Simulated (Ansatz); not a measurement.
Runs of Ansatz 0.2.0 on Cu3Au (Auricupride). The structure is cubic, space group Pm-3m (No. 221). Conventional cell: a = 3.740 Å, b = 3.740 Å, c = 3.740 Å, α = 90.00°, β = 90.00°, γ = 90.00°. Au (site symmetry m-3m) is surrounded by 12 Cu at 2.64 Å. Cu (site symmetry 4/mmm) is surrounded by 4 Au at 2.64 Å and 8 Cu at 2.64 Å. 

```csv
task,level,spin,cell,k mesh,points for each segment of the path,gap on the mesh (eV),pressure (GPa),relaxed volume (Å³/atom)
relaxation of cell and atoms,LDA,off,relaxed,7 × 7 × 7,-,none,0.0,(a)
band structure,LDA,"SOC, no magnetisation",as given,5 × 5 × 5,14,none,(b),-
band structure,PBEsol,off,as given,7 × 7 × 7,14,none,-3.6,-
band structure,LDA,off,as given,7 × 7 × 7,14,none,-9.2,-
band structure,PBE,"SOC, no magnetisation",as given,5 × 5 × 5,14,none,4.6,-
relaxation of cell and atoms,PBEsol,off,relaxed,7 × 7 × 7,-,none,0.0,12.79
```

Alike in all rows: potentials or basis Ansatz PAW; cutoff (eV) 420; smearing fermi-dirac 0.05 eV.

Problem. Fill in the values left out.

Solution. (a) 12.36; (b) -9.5.

Caveats: the PAW data sets come from PBE, with cores solved anew for the run's functional, which leaves a small shift of forces and pressure (some runs); the plane-wave basis is chosen anew once the cell has moved, so the energies of steps on either side of that aren't comparable (some runs); spin-orbit coupling is left out, which moves the levels of the heavy elements (some runs).

A k mesh can miss the band edges, and rows without SOC leave out spin-orbit coupling on Au.

A gap of «none» marks a metal or a gap under the smearing width.
